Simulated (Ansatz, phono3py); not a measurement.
# AlAs (F-43m): lattice thermal conductivity, part 3 of 3

Aim: the lattice thermal conductivity of AlAs against temperature, and which phonons carry it.

Experimental results on record:
- thermal conductivity 98 W/m/K near room temperature (given in “Combining the AFLOW GIBBS and Elastic Libraries to efficiently and robustly screen thermo-mechanical properties of solids”, 2017, arXiv:1611.05714)

Ansatz 0.2.0; DFT LDA, scalar-relativistic, plane waves, PAW; PAW set soft_1.

So far. Step 2 (A first coarse run): The start is under -1.2 GPa at this level and looks like an insulator or semiconductor on this mesh. Step 4 (Relaxing to small residual forces and stress): The residual pressure is 0.0023 GPa, small enough for phonons. The relaxed cell has a = 5.629 Å (conventional setting).

## 6. Anharmonic force constants and conductivity (continued)

The spectral kappa at 300 K by frequency; read off at these points; values in W/m/K/THz:

```tsv
frequency (THz)	relaxation time (W/m/K/THz)	full solution (W/m/K/THz)
0.10	0	0
0.50	8.93	8.82
0.70	7.87	7.86
1.10	31.1	31.3
1.30	21.3	21.4
1.50	35.2	35.6
1.70	28.2	28.1
2.10	24.6	23.5
2.30	30.3	29.3
2.70	28.5	27.9
2.90	19.6	19.4
3.30	20.4	20.2
3.50	31.9	32.1
3.70	24.6	25.1
3.90	9.72	10.7
4.30	2.87	2.89
4.50	1.47	1.58
4.90	1.94	1.82
5.30	1.48	1.03
5.50	1.00	0.43
5.90	0.764	0.275
6.10	0.237	0.168
6.50	0	0
6.70	0	0
7.10	0	0
7.50	0	0
7.70	0	0
8.10	0	0
8.30	0	0
8.70	0	0
9.10	0	0
9.30	0	0
9.70	0	0
9.90	0.224	0.409
10.30	4.70	4.87
10.70	2.28	2.37
10.90	2.06	2.13
11.30	0.668	0.720
11.50	0.310	0.325
11.90	0.00110	0.00304
```

Relaxation-time solution. Share of κ carried by shorter paths against mean free path:

```tsv
mean free path (nm)	100 K	300 K	800 K
1.47	0	0	0.001
2.15	0	0	0.003
3.16	0	0	0.007
4.64	0	0.001	0.014
6.81	0	0.003	0.028
10	0	0.008	0.047
14.7	0	0.017	0.07
21.5	0.001	0.031	0.103
31.6	0.003	0.049	0.195
46.4	0.005	0.072	0.301
68.1	0.008	0.115	0.431
100	0.012	0.215	0.502
147	0.018	0.328	0.614
215	0.037	0.446	0.735
316	0.099	0.515	0.831
464	0.187	0.629	0.905
681	0.297	0.747	0.918
1000	0.356	0.839	1
1470	0.454	0.897	1
2150	0.535	0.919	1
3160	0.6	1	1
4640	0.681	1	1
6810	0.705	1	1
10000	0.802	1	1
14700	0.892	1	1
21500	0.916	1	1
31600	0.928	1	1
46400	1	1	1
```

300 K; a sample spread over frequency. Mode lifetimes, by row, the first 40 of 90 rows:

```tsv
q1	q2	q3	branch	frequency (THz)	rms speed (km/s)	three-phonon rate (1/ps)	isotope rate (1/ps)	lifetime (ps)	mean free path (nm)
0	0	0.0526	1	0.469	3.17	0.00135	0	739	2340
0	0.1053	0.1053	1	1.29	3.2	0.00285	0	351	1120
0	0	0.2105	2	1.624	1.78	0.00515	0	194	346
0.0526	0.1053	0.2105	2	1.872	3.33	0.00617	0	162	540
0.0526	0.1579	0.2632	1	2.01	2.58	0.0085	0	118	304
0	0.0526	-0.2632	2	2.096	2.46	0.0111	0	90.4	222
0.0526	0.1579	-0.2105	1	2.185	1.88	0.0109	0	92.2	173
0	0.2105	0.2105	1	2.26	1.85	0.0128	0	78.1	144
0	0.1579	0.3158	1	2.325	1.4	0.0157	0	63.8	89.5
0	0.1579	0.2632	2	2.422	2.47	0.012	0	83.2	206
0.0526	0.1053	0.4211	2	2.502	3.02	0.0196	0	51	154
0	0.2105	0.4211	1	2.585	1.04	0.0229	0	43.6	45.4
0.0526	0.2105	-0.4737	1	2.638	1.6	0.0231	0	43.3	69.3
0	0.1579	-0.1579	2	2.688	2.6	0.0168	0	59.6	155
0.0526	0.1579	0.3684	2	2.746	2.73	0.0188	0	53.1	145
0.0526	0.3158	0.3684	2	2.792	1.27	0.0277	0	36.1	45.7
0	0.3684	-0.4211	1	2.826	0.04	0.0294	0	34	1.19
0.0526	0.3158	-0.3684	1	2.878	1.34	0.0268	0	37.3	49.8
0.0526	0.2632	0.3684	2	2.91	1.99	0.0257	0	38.8	77.3
0.0526	0.2105	0.3684	2	2.945	2.03	0.0204	0	49	99.5
0.1053	0.3158	-0.3158	1	3.034	1.86	0.0259	0	38.6	71.9
0.1053	0.4211	-0.4737	1	3.116	1.34	0.0317	0	31.5	42.3
0.0526	0.2105	0.4211	2	3.181	2.13	0.0203	0	49.4	105
0	0.1579	-0.4737	2	3.246	3.26	0.0228	0	43.9	143
0	0.2105	0.4211	2	3.353	1.89	0.0175	0	57.1	108
0.1579	0.4737	-0.3158	1	3.47	1.99	0.0252	0	39.7	79.1
0.1579	0.3684	-0.4737	2	3.548	1.96	0.0241	0	41.4	81.2
0.1053	0.3158	-0.4737	2	3.642	1.53	0.0193	0	51.9	79.4
0	0	0.2105	3	3.775	5	0.0131	0	76.6	383
0.1579	0.3684	-0.2105	2	3.863	1.49	0.0243	0	41.1	61.2
0	0.2632	-0.4211	2	3.978	1.3	0.0285	0	35.1	45.6
0.0526	0.3684	-0.3684	2	4.052	1.03	0.0384	0	26.1	26.9
0.0526	0.1579	0.3158	3	4.321	3.72	0.0767	0	13	48.5
0	0.0526	-0.2632	3	4.753	4.15	0.144	0	6.95	28.9
0.0526	0.1053	0.3684	3	5.122	3.52	0.173	0	5.77	20.3
0.1053	0.2632	0.4737	3	5.347	1.9	0.18	0	5.56	10.5
0.1053	0.2632	-0.2632	3	5.506	1.65	0.198	0	5.06	8.34
0.0526	0.1579	-0.3158	3	5.634	2.32	0.267	0	3.75	8.7
0.1579	0.3684	-0.2632	3	5.734	0.63	0.164	0	6.09	3.82
0	0.2632	-0.3684	3	5.785	0.71	0.18	0	5.56	3.96
```

Without the LO-TO term. Gamma linewidths, by row:

```tsv
branch	frequency (cm⁻¹)	three-phonon rate (1/ps)	isotope rate (1/ps)	FWHM (cm⁻¹)
4	358.6	0.0808	0	0.429
5	358.6	0.0808	0	0.429
6	358.6	0.0808	0	0.429
```

W/m/K, third of the trace; RTA populations with a boundary rate v/L added to each mode (Matthiessen's rule). Kappa by grain size, by row:

```tsv
T (K)	bulk	10 nm	30 nm	100 nm	300 nm	1000 nm	10000 nm	100000 nm
100	357.5	4.57	12.43	33.75	72.57	135.9	265.9	339
300	88.05	5.726	13.15	27.52	44.93	63.58	83.53	87.54
600	42.91	5.13	10.62	19.43	28.13	35.73	41.87	42.8
```

At 300 K the relaxation-time value is 88.1 W/(m K).

## 7. Results

```json
{
 "highest frequency": "395 cm⁻¹",
 "Debye temperature from the second moment": "491 K",
 "κ at 300 K (relaxation time)": "88.13 W/m/K",
 "κ at 300 K (full solution)": "87.6 W/m/K",
 "mean free path at half of κ": "299 nm",
 "share of κ above the three lowest branches": "0.038"
}
```

The lattice of AlAs conducts 87.6 W/(m K) at 300 K by LDA (mean over directions, full solution). The full solution lies -1 % from the relaxation-time value at 300 K, so the relaxation-time approximation serves here. Above 300 K the relaxation-time κ falls as T^-1.03, near the 1/T law of three-phonon scattering. Grains of 100 nm would keep 31 % of the bulk value at 300 K, and grains of 1 µm 72 %. A measured thermal conductivity near room temperature is 98 W/m/K (arXiv:1611.05714); the calculated 87.6 W/m/K differs by -11 %. Missing scattering can't explain a value that is too low; the supercell, the cutoff, the meshes, the functional and the use of 0 K frequencies can. The sum rules changed one orbit of cubic constants by up to 27 %; by the manual a large change points to a short cutoff or, on a small and distant orbit, to noisy forces. The conductivities include the coherence part between close branches; the shares for grains, isotopes, branches and paths are of the relaxation-time populations alone. Cubic couplings among atoms farther apart than the pair cutoff are dropped, and neither the cutoff nor the q-mesh was shown to be converged here. The interpolation has no quadrupole term, so branches near the zone centre are less sure, since this crystal has sites that are not centres of inversion. The PAW files were made for PBE and are used here under another functional, for which the program regenerates the frozen cores.

[Logs are printed without paths, hosts, clocks, repeated set-up lines and the standing remarks that a program may print on its own settings, such as how far it seeks lower states.]

[Hosts, paths, dates, database ids (printed as entryN), source tags and the programs' standing remarks are cut or masked in the printed files.]

[A step with changed settings may run another functional than the one named; its input shows which.]
